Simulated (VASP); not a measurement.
Input of a VASP 6.6.1 run:

The input INCAR:

```
PREC     = Accurate       # precision mode
ENCUT    = 600            # plane-wave cutoff, eV
EDIFF    = 1E-6           # SCF threshold, eV
ISMEAR   = 1              # smearing method
SIGMA    = 0.2            # smearing width, eV
LREAL    = F              # projectors in reciprocal space
LASPH    = T              # aspherical terms in the spheres
NELM     = 100            # most SCF steps
ALGO     = Fast           # electronic algorithm
ISIF     = 3              # what is computed and relaxed
LWAVE    = F              # write WAVECAR
LCHARG   = F              # write CHGCAR
GGA      = RP             # functional
IBRION   = 2              # ionic algorithm
NSW      = 60             # ionic steps
EDIFFG   = -0.01          # ionic threshold
```

Contents of Ti.cif:

```cif
data_Ti
_cell_length_a 2.95000000
_cell_length_b 2.95000000
_cell_length_c 4.68000000
_cell_angle_alpha 90.00000000
_cell_angle_beta 90.00000000
_cell_angle_gamma 120.00000000
_space_group_name_H-M_alt 'P6_3/mmc'
_space_group_name_Hall '-P 6c 2c'
_space_group_IT_number 194
loop_
_space_group_symop_operation_xyz
'x,y,z'
'-x,-y,-z'
'x-y,x,z+1/2'
'-x+y,-x,-z+1/2'
'-y,x-y,z'
'y,-x+y,-z'
'-x,-y,z+1/2'
'x,y,-z+1/2'
'-x+y,-x,z'
'x-y,x,-z'
'y,-x+y,z+1/2'
'-y,x-y,-z+1/2'
'-y,-x,-z+1/2'
'y,x,z+1/2'
'-x,-x+y,-z'
'x,x-y,z'
'-x+y,y,-z+1/2'
'x-y,-y,z+1/2'
'y,x,-z'
'-y,-x,z'
'x,x-y,-z+1/2'
'-x,-x+y,z+1/2'
'x-y,-y,-z'
'-x+y,y,z'
loop_
_atom_site_label
_atom_site_type_symbol
_atom_site_symmetry_multiplicity
_atom_site_Wyckoff_symbol
_atom_site_fract_x
_atom_site_fract_y
_atom_site_fract_z
_atom_site_occupancy
Ti1 Ti 2 c 0.6666666667 0.3333333333 0.7500000000 1
```

The input KPOINTS:

```
Automatic mesh
0
Gamma
  10 10 6
```

File POSCAR:

```
Ti
 1.0000000000000000
     2.9500000000000002    0.0000000000000000    0.0000000000000000
    -1.4749999999999994    2.5547749411640943    0.0000000000000000
     0.0000000000000000    0.0000000000000000    4.6799999999999997
 Ti 
   2
Cartesian
  1.4750000001475003  0.8515916469695389  3.5099999999999998
 -0.0000000001474996  1.7031832941945555  1.1699999999999999
```

Potentials or basis: VASP PAW PBE potentials, release 64 (Ti_sv).

Run with:

```bash
$ ase convert -i cif -o vasp Ti.cif POSCAR
$ cat potpaw_PBE.64/Ti_sv/POTCAR > POTCAR
$ mpirun -np 1 vasp_std > vasp.out
```

(1) Predict the band gap on the k mesh.

(2) What does it give for the relaxed volume?

(3) What does it give for the space group after relaxing (to 0.05 Å)?

Answers

(1) none (metal or under the smearing width).

(2) 17.84 Å³/atom.

(3) P6_3/mmc (No. 194).

Caveat: the PAW data sets were made with another functional, which shifts forces and pressure a little.
